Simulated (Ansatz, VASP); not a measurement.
**One calculation of Mo, two programs**

Contents of INCAR:

```
SYSTEM = Mo
PREC = Accurate
ENCUT = 520
EDIFF = 1E-6
ISMEAR = 0
SIGMA = 0.1
LREAL = .False.
LASPH = .True.
NELM = 60
ALGO = Normal
ISIF = 2
LWAVE = .False.
LCHARG = .False.
GGA = PE
NBANDS = 13
```

Contents of KPOINTS:

```
Automatic mesh
0
Gamma
  12 12 12
  0 0 0
```

POSCAR

```
Mo
1.0
   -1.5838089719      1.5838089719      1.5838089719
    1.5838089719     -1.5838089719      1.5838089719
    1.5838089719      1.5838089719     -1.5838089719
Mo
1
Direct
    0.0000000000      0.0000000000      0.0000000000
```

Contents of input.yaml:

```yaml
crystal:
  lattice:
    - [-1.5838089719, 1.5838089719, 1.5838089719]
    - [1.5838089719, -1.5838089719, 1.5838089719]
    - [1.5838089719, 1.5838089719, -1.5838089719]
  atoms:
    - { symbol: Mo, position: [0.0, 0.0, 0.0] }
hamiltonian:
  xc: pbe
  pseudopotentials: { kind: paw }
kpoints:
  mp_grid: { grid: [12, 12, 12] }
scf:
  occupations: { method: gaussian, width: 0.1 }
output:
  forces: true
  stress: true
  eigenvalues: true
  write_density: true
  write_potential: true
  elf: true
  volumetric_format: npy
```

Alike in both runs: task single point; functional PBE; k mesh 12 × 12 × 12; occupations gaussian, width 0.1 eV; no spin polarisation.

|  | VASP | Ansatz |
| --- | --- | --- |
| version | VASP 6.6.1 | Ansatz 0.2.0 |
| potentials or method | VASP PAW PBE potentials, release 64 (Mo_sv) | Ansatz PAW |
| plane-wave cutoff (eV) | 520 | 420 |
| valence electrons in the cell | 14 | 14 |

|  | VASP | Ansatz | Ansatz less VASP |
| --- | --- | --- | --- |
| gap on the k mesh at the Fermi level (eV) | none | none | - |
| pressure (GPa) | -1.4 | -1.9 | -0.51 |

A gap of «none» marks a metal or a gap that the smearing closes. With one functional, cell and mesh, what is left measures potentials, basis and numerics.
